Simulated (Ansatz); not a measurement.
An input for Ansatz 0.2.0 (Tb):

File run.py:

```python
import json

import ase.io
import numpy as np
from ase.calculators.calculator import CalculationFailed, Calculator
from ase.stress import full_3x3_to_voigt_6_stress
from ase.units import GPa
from ase.eos import EquationOfState

import ansatz as az

class AnsatzCalculator(Calculator):
    implemented_properties = ["energy", "free_energy", "forces", "stress", "magmom"]

    def calculate(self, atoms, properties, system_changes):
        super().calculate(atoms, properties, system_changes)
        structure = atoms.copy()
        structure.set_constraint()
        structure.set_momenta(None)
        structure.set_masses(None)
        outcome = (
            az.Crystal.from_ase(structure)
            .calculation()
            .basis(xc_grid=2)
            .kpoints(9, 9, 9)
            .functional("rpbe", dispersion="d4")
            .pseudopotentials(kind="nc", accuracy="standard", xc_functional="lda")
            .spin("collinear")
            .scf(tolerance=2e-10)
            .occupations(method="methfessel_paxton", width=0.05)
            .forces()
            .stress()
            .run(threads=2)
        )
        if not outcome.report["converged"]:
            raise CalculationFailed("SCF not converged")
        report = outcome.report
        self.results = {
            "free_energy": report["lagrangian_ev"],
            "energy": report["lagrangian_ev"],
            "forces": np.array(report["forces_ev_ang"]),
            "stress": -GPa * full_3x3_to_voigt_6_stress(report["stress_gpa"]),
            "magmom": report["magnetization_mub"],
        }

np.set_printoptions(precision=5, suppress=True, linewidth=110)
atoms = ase.io.read("Tb.xyz")
atoms.set_initial_magnetic_moments([6.0])
atoms.calc = AnsatzCalculator()
cell = atoms.cell.copy()
volumes, energies = [], []
for x in (0.94, 0.96, 0.98, 1.0, 1.02, 1.04, 1.06):
    atoms.set_cell(cell * x ** (1 / 3), scale_atoms=True)
    volumes.append(atoms.get_volume() / len(atoms))
    energies.append(atoms.get_potential_energy() / len(atoms))
    print(f"x {x:.2f}  V = {volumes[-1]:.4f} A^3/atom  E = {energies[-1]:.6f} eV/atom  P = {-atoms.get_stress()[:3].mean() / GPa:.3f} GPa")
v0, e0, b0 = EquationOfState(volumes, energies, eos="murnaghan").fit()
print(f"V0 = {v0:.4f} A^3/atom, E0 = {e0:.6f} eV/atom, B0 = {b0 / GPa:.2f} GPa")
```

The input Tb.xyz:

```xyz
1
Lattice="0.0000000000 2.5199650902 2.5199650902 2.5199650902 0.0000000000 2.5199650902 2.5199650902 2.5199650902 0.0000000000" Properties=species:S:1:pos:R:3 pbc="T T T"
Tb     0.0000000000      0.0000000000      0.0000000000
```

Potentials or basis: PseudoDojo LDA.

Launch:

```console
$ python run.py
```

Q: Does this run start?

A: The run stopped without a result. It printed:

Output:

```text
Traceback (most recent call last):
  File "run.py", line 57, in <module>
  File "run.py", line 34, in calculate
  [frames inside libraries left out]
ansatz.RefusalError: no pseudopotential record for Tb at pseudopotentials/Tb.nc.azcp. Nothing was run.
  By this build's list the table `kind: nc`, `accuracy: standard` of `hamiltonian.pseudopotentials` has no Tb in this build's library.
Fix: take Tb from another table that serves this run, or name a record of your own for Tb alone.
  `kind`, and `accuracy` or `source` (`level` with this project's own files alone, `core` of norm-conserving files with no table named), under `hamiltonian.pseudopotentials` apply to every element of the deck. For LDA this build's library has files of Tb, which may not all serve this run, under
    kind: paw      source: jth
  To change Tb alone, name a record of the deck's `kind` under `hamiltonian.pseudopotentials.azcp`, as `Tb: <path>` (`python -m ansatz.pseudopotential add <file.upf> <file.azcp>` makes one from a UPF file).
  `python` is the interpreter of the environment that holds the engine's wheel, or a checkout's `.venv/bin/python`.
```
